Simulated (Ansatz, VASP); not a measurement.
**Ba in VASP and in Ansatz**

```
Ba
1.0
     0.00000    3.22657    3.22657
     3.22657    0.00000    3.22657
     3.22657    3.22657    0.00000
Ba
1
Cartesian
  0.0000 0.0000 0.0000
```

Alike in both runs: task single point; functional BLYP; k mesh 10 × 10 × 10; occupations fermi-dirac, width 0.1 eV; no spin polarisation.

|  | VASP | Ansatz |
| --- | --- | --- |
| version | VASP 6.6.1 | Ansatz 0.2.0 |
| potentials or method | VASP PAW PBE potentials, release 64 (Ba_sv) | plane waves (420 eV) with PAW, scalar-relativistic |
| plane-wave cutoff (eV) | 520 | 420 |
| valence electrons in the cell | 10 | 10 |

```csv
,VASP,Ansatz,Ansatz less VASP
pressure (GPa),0.1,0.0,-0.04
```

With one functional, cell and mesh, what is left measures potentials, basis and numerics.

Caveats: the PAW data sets were made with another functional, which shifts forces and pressure a little (VASP). The runs have no spin-orbit coupling, so splittings on Ba are missing.
